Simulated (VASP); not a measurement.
Wanted: the native input for a VASP 6.6.1 run.

| Item | Value |
| --- | --- |
| Task | relaxation of cell and atoms |
| Functional | PBE |
| Potentials or basis | VASP PAW PBE potentials, release 64 (Al, N) |
| Cutoff | 600 eV |
| k mesh | 12 × 12 × 6 |
| Occupations | gaussian, width 0.03 eV |
| Spin | no spin polarisation |
| Further INCAR settings | ALGO = Normal; EDIFF = 1e-07; IBRION = 2; EDIFFG = -0.005; NSW = 90; ISIF = 3 |

The structure of AlN lies in POSCAR:

```
AlN                                     
1.0
    3.1273442091      0.0000000000      0.0000000000
   -1.5636721045      2.7083595314      0.0000000000
    0.0000000000      0.0000000000      5.0175425414
  Al              N             
     2     2
Direct
     0.3333333332999970    0.6666666667000030    0.9993379579579507
     0.6666666667000030    0.3333333332999970    0.4993379579579508
     0.3333333332999970    0.6666666667000030    0.3806620420420518
     0.6666666667000030    0.3333333332999970    0.8806620420420519
```

The input as run:

INCAR

```
PREC     = Accurate       # precision mode
ENCUT    = 600            # plane-wave cutoff, eV
EDIFF    = 1E-7           # SCF threshold, eV
ISMEAR   = 0              # smearing method
SIGMA    = 0.03           # smearing width, eV
LREAL    = F              # projectors in reciprocal space
LASPH    = T              # aspherical terms in the spheres
NELM     = 80             # most SCF steps
ALGO     = Normal         # electronic algorithm
ISIF     = 3              # what is computed and relaxed
LWAVE    = F              # write WAVECAR
LCHARG   = F              # write CHGCAR
GGA      = PE             # functional
IBRION   = 2              # ionic algorithm
NSW      = 90             # ionic steps
EDIFFG   = -0.005         # ionic threshold
```

KPOINTS

```
Automatic mesh
0
Gamma
  12 12 6
```

Potentials or basis: VASP PAW PBE potentials, release 64 (Al, N).

Command:

```bash
$ cat potpaw_PBE.64/Al/POTCAR potpaw_PBE.64/N/POTCAR > POTCAR
$ mpirun -np 1 vasp_std > vasp.out
```

Results of the run:

The energy gained by relaxing is 0.0 meV/atom, the ionic steps are 2 and the pressure after relaxing is 0.0 GPa. The largest force after relaxing is 0.005 eV/Å. The band gap on the k mesh is 4.06 eV, direct.

Wall time 35 s on 1 thread of Intel(R) Xeon(R) Platinum 8488C (Sapphire Rapids), on a shared host, peak memory 0.19 GiB.
